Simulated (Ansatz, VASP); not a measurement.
**V: VASP beside Ansatz**

```
V
1.0
     2.53728   -1.67694    0.00000
     2.53728    1.67694    0.00000
     0.00000    0.00000    6.84068
V
4
Cartesian
  2.5373 -1.1739 0.8004
  2.5373 -0.5031 4.2207
  2.5373 1.1739 6.0403
  2.5373 0.5031 2.6200
```

Alike in both runs: task single point; functional PBEsol; k mesh 6 × 6 × 4; occupations gaussian, width 0.1 eV; collinear spin.

```csv
,VASP,Ansatz
version,VASP 6.6.1,Ansatz 0.2.0
potentials or method,"VASP PAW PBE potentials, release 64 (V_sv)","scalar-relativistic, plane waves, PAW"
plane-wave cutoff (eV),520,420
valence electrons in the cell,52,52
```

Ansatz gave:

```
gap on the k mesh at the Fermi level (eV)       : none
pressure (GPa)                                  : -6.9
largest component of the traceless stress (GPa) : 20.57
rms of the force components (eV/Å)              : 0.546
net moment per atom (μB)                        : 0.00
```

Question: Which values does VASP return?

Answer: gap on the k mesh at the Fermi level (eV): none; pressure (GPa): -2.8; largest component of the traceless stress (GPa): 24.52; rms of the force components (eV/Å): 1.244; net moment per atom (μB): 0.00.

Atom by atom the forces differ by 0.717 eV/Å (rms over components). A gap of «none» marks a metal or a gap that the smearing closes. One of these differences is far larger than is usual between the two programs; its cause wasn't traced. The functional is the same, so the differences come from potentials, cutoffs and numerics. Ansatz warned: «seeded_moment_not_kept».

Caveats: the k mesh is coarse (spacing up to 0.37 Å⁻¹), so the values aren't converged; the PAW data sets were made with another functional, which shifts forces and pressure a little (VASP).
